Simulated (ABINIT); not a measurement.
Runs of ABINIT 10.8.3 (patched build) on CdS (Greenockite). Symmetry: P6_3mc, No. 186, hexagonal system. Conventional cell: a = 4.150 Å, b = 4.150 Å, c = 6.737 Å, α = 90.00°, β = 90.00°, γ = 120.00°. Cd (site symmetry 3m) has 4 S at 2.53 to 2.54 Å as nearest neighbours. S (site symmetry 3m) is surrounded by 4 Cd at 2.53 to 2.54 Å. 

```tsv
task	level	potentials or basis	cell	k mesh	cutoff (eV)	smearing	k points of the masses	bands of the masses	cell freedom (optcell)	optimiser (ionmov)	cutoff smearing ecutsm (Ha)	mesh quality	gap on the mesh (eV)	pressure (GPa)	largest force (eV/Å)
single point	PBEsol	PseudoDojo NC SR PBEsol v0.4.1 standard	as given	5 × 5 × 3	1388	fermi-dirac 0.05 eV	-	-	-	-	-	not flagged	1.05	-1.0	0.06
single point	PBE	PseudoDojo NC SR PBE v0.4.1 standard	as given	5 × 5 × 3	1279	fermi-dirac 0.05 eV	-	-	-	-	-	not flagged	1.19	-	0.07
effective masses	PBEsol	PseudoDojo NC SR PBEsol v0.4.1 standard	as given	5 × 5 × 3	1279	fixed	[[0.0, 0.0, 0.0]]	[[25, 27]]	-	-	-	not flagged	-	-1.3	0.06
relaxation of cell and atoms	PBEsol	JTH PAW PBE v2.0	relaxed	5 × 5 × 3	599	fermi-dirac 0.05 eV	-	-	2	2	0.5	not flagged	(a)	0.0	-
single point	PBEsol	PseudoDojo NC SR PBEsol v0.4.1 standard	as given	5 × 5 × 3	1279	fermi-dirac 0.05 eV	-	-	-	-	-	not flagged	1.05	-1.3	0.06
single point	PBE	PseudoDojo NC SR PBE v0.4.1 standard	as given	5 × 5 × 3	1388	fermi-dirac 0.05 eV	-	-	-	-	-	not flagged	1.19	-	0.07
```

Alike in all rows: no spin polarisation.

**Question.** Estimate the missing entries.

**Answer.** (a) 1.07.

Caveats: an odd mesh through Γ misses points on the zone boundary, where band edges often lie (some runs); the PAW data sets were made with another functional, which shifts forces and pressure a little (some runs).

A k mesh can miss the band edges, and the runs leave out spin-orbit coupling on Cd.

Not every run made on this cell is shown here.
